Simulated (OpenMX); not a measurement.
Runs of OpenMX 3.8.5 on CuO. Symmetry: P-6m2, No. 187, hexagonal system. The conventional cell has a = 2.836 Å, b = 2.836 Å, c = 2.768 Å, α = 90.00°, β = 90.00°, γ = 120.00°. Cu (site symmetry -6m2) is surrounded by 6 O at 2.14 Å. O (site symmetry -6m2) has 6 Cu at 2.14 Å as nearest neighbours. Measurements of this composition are mostly on another form, of space group No. 15.

```tsv
cell	gap on the mesh (eV)	largest force (eV/Å)
atom 1 moved by [0.0358, 0.0, 0.0349] A	none	0.19
atom 1 moved by [-0.0358, 0.0, -0.0349] A	none	0.20
as given	none	(a)
atom 2 moved by [-0.0358, 0.0, -0.0349] A	none	0.20
atom 2 moved by [0.0358, 0.0, 0.0349] A	none	0.20
```

Alike in all rows: task single point; level PBE; potentials or basis OpenMX 2013 PBE set, Cu6.0H-s2p2d1, O6.0-s2p2, grid cutoff 700 Ry; no spin polarisation; k mesh 9 × 9 × 7; smearing fermi-dirac 0.05 eV.

Question: Fill in the values left out.

Answer: (a) 0.01.

Caveats: the basis of atomic orbitals isn't converged, which shifts pressures, moduli and gaps; an odd number of electrons without spin polarisation forces a metal; a magnetic or distorted state may lie lower; the run has no spin polarisation, though such a crystal can be magnetic; semilocal functionals often make such compounds metallic where correlation or magnetic order opens a gap, which also shifts bond lengths.

A gap of «none» marks a metal or a gap under the smearing width.
